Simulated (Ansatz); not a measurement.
The system is C.

```
CELL_PARAMETERS angstrom
1.23319 0.71198 8.28262
-1.23319 0.71198 8.28262
0.00000 -1.42396 8.28262
ATOMIC_POSITIONS crystal
C 0.08717 0.08717 0.08717
C 0.91283 0.91283 0.91283
C 0.75385 0.75385 0.75385
C 0.24615 0.24615 0.24615
```

This isn't the form of C at room conditions, which is graphite.

Program: Ansatz 0.2.0. Alike in all runs: no spin polarisation; cell as given.

**Question.** Order these runs on this cell by their pressure, lowest first.
A. level m-r2SCAN; potentials or basis Ansatz PAW; k mesh 12 × 12 × 12; cutoff (eV) 500; smearing fermi-dirac 0.025 eV; mesh quality not flagged
B. level HSE06+D3(BJ)-ATM; potentials or basis SSSP efficiency PAW; k mesh 7 × 7 × 7; cutoff (eV) 612; smearing fixed; mesh quality coarse
C. level exchange-only PBE; potentials or basis Ansatz PAW earlier set; k mesh 12 × 12 × 12; cutoff (eV) 800; smearing gaussian 0.1 eV; mesh quality not flagged

**Answer.** B (-5.2 GPa), A (-3.1 GPa), C (11.4 GPa).

Caveats: some runs use coarse meshes; the PAW data sets come from PBE, with cores solved anew for the run's functional, which leaves a small shift of forces and pressure (some runs); the thresholds are loose for stress (some runs).

Runs at the PBE level aren't shown here.
